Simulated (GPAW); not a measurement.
HgSe, 2 atoms in the cell. The structure is cubic, space group F-43m (No. 216). The conventional cell has a = 6.078 Å, b = 6.078 Å, c = 6.078 Å, α = 90.00°, β = 90.00°, γ = 90.00°. Hg (site symmetry -43m) is surrounded by 4 Se at 2.63 Å. Se (site symmetry -43m) is surrounded by 4 Hg at 2.63 Å. 

* Program: GPAW 26.7.0
* Task: equation of state
* Functional: TPSS
* Dispersion: D4
* Potentials or basis: GPAW PAW data sets (gpaw-data 1.2.1)
* Cutoff: 600 eV
* Basis: pw
* k mesh: 6 × 6 × 6
* Occupations: fermi-dirac, width 0.05 eV
* Spin: no spin polarisation
* Maxiter: 150
* Eos scales: [0.94, 0.96, 0.98, 1.0, 1.02, 1.04, 1.06]

Potentials or basis: GPAW PAW data sets (gpaw-data 1.2.1), pw.

Command:

```console
$ OMP_NUM_THREADS=1 python run.py
```

Hardware: 1 thread of Intel(R) Xeon(R) Platinum 8488C (Sapphire Rapids), on a shared host.

How long does it take, and how much memory?

Wall time 4.3 min on 1 thread of Intel(R) Xeon(R) Platinum 8488C (Sapphire Rapids) (shared host), peak memory 0.97 GiB. Counts: scf iterations 118, plane waves 1807, bands 18, k points 16.
